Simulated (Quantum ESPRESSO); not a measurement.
## Br under changes of volume

One of the cells (33.988 Å³/atom); the others are scaled copies at fixed shape and fractional positions:

```
Br
1.0
     3.36325   -2.32255    0.00000
     3.36325    2.32255    0.00000
     0.00000    0.00000    8.70230
Br
4
Direct
  0.36510 0.63490 0.39010
  0.13490 0.86510 0.89010
  0.63490 0.36510 0.60990
  0.86510 0.13490 0.10990
```

| Quantity | Value |
| --- | --- |
| Program | Quantum ESPRESSO 7.5 |
| Functional | PBEsol |
| Potentials or basis | PseudoDojo 0.4.1 SR PBEsol standard |
| Cutoff | 626 eV |
| Density cutoff | 2503 eV |
| k mesh | 7 × 7 × 3 |
| Occupations | fermi-dirac, width 0.05 eV |
| Spin | no spin polarisation |

```tsv
volume (Å³/atom)	energy over the lowest point (meV/atom)	pressure (GPa)	gap on the mesh (eV)	largest force (eV/Å)
31.949	13.05	2.1	2.00	1.512
32.629	5.86	1.3	1.93	1.234
33.308	?	?	?	?
33.988	0.00	0.1	1.81	0.739
34.668	0.70	-0.4	1.74	0.519
35.348	3.48	-0.9	1.69	0.320
36.028	8.10	-1.3	1.63	0.157
```

What does the run at 33.308 Å³/atom give?

Energy over the lowest point 1.62 meV/atom; pressure 0.7 GPa; gap on the mesh 1.87 eV; largest force 0.977 eV/Å.

Worked out: A Birch-Murnaghan fit of order 3 (a polynomial in V^(-2/3)) to the other rows has its minimum at 34.11 Å³/atom with B0 = V·E''(V) = 27 GPa and B' = 4.9 at fixed shape and positions, which overstates the stiffness. It gives 1.62 meV/atom at 33.308 Å³/atom, against the run's 1.62, and -dE/dV = 0.7 GPa, against 0.7. A straight line through the other rows of the gap, of slope -3.07 eV per unit of ln V, gives 1.87 eV, against the run's 1.87.

Energies are extrapolated to zero smearing.

Caveats: an odd mesh through Γ misses points on the zone boundary, where band edges often lie; forces of over 1 eV/Å show positions far from the minimum, so gaps and moduli don't describe the material at rest (some runs). Spin-orbit coupling on Br is left out.
